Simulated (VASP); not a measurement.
# Na: single point with PBE

The system is Na.

```
CELL_PARAMETERS angstrom
-1.88829 1.88829 2.63728
1.88829 -1.88829 2.63728
1.88829 1.88829 -2.63728
ATOMIC_POSITIONS crystal
Na 0.00000 0.00000 0.00000
```

This isn't the form of Na at room conditions, which is bcc.

| Item | Value |
| --- | --- |
| Program | VASP 6.6.1 |
| Task | single point |
| Functional | PBE |
| Potentials or basis | VASP PAW PBE potentials, release 64 (Na_pv) |
| Cutoff | 520 eV |
| k mesh | 10 × 10 × 10 |
| Occupations | fermi-dirac, width 0.05 eV |
| Spin | no spin polarisation |
| Further INCAR settings | ALGO = Normal; EDIFF = 1e-07; NBANDS = 10 |

- Pressure: -0.1 GPa
- Band gap on the k mesh: none (metal or under the smearing width)

Levels at points of the mesh, in eV from the Fermi level:
```
           k point  band 2  band 3  band 4  band 5  band 6  band 7
(0.00, 0.00, 0.00)  -24.83  -24.83   -3.17   11.07   11.07   11.12
(0.50, 0.00, 0.00)  -24.83  -24.83    0.64    1.03   10.05   10.21
(0.50, 0.50, 0.00)  -24.84  -24.84    1.79    2.33    6.35    7.19
(0.50, 0.50, 0.50)  -24.84  -24.84    1.92    2.46    6.24    7.06
```

Run time: 13 s on 1 thread of Intel(R) Xeon(R) Platinum 8559C (Emerald Rapids), with other jobs on the host, peak memory 0.16 GiB.
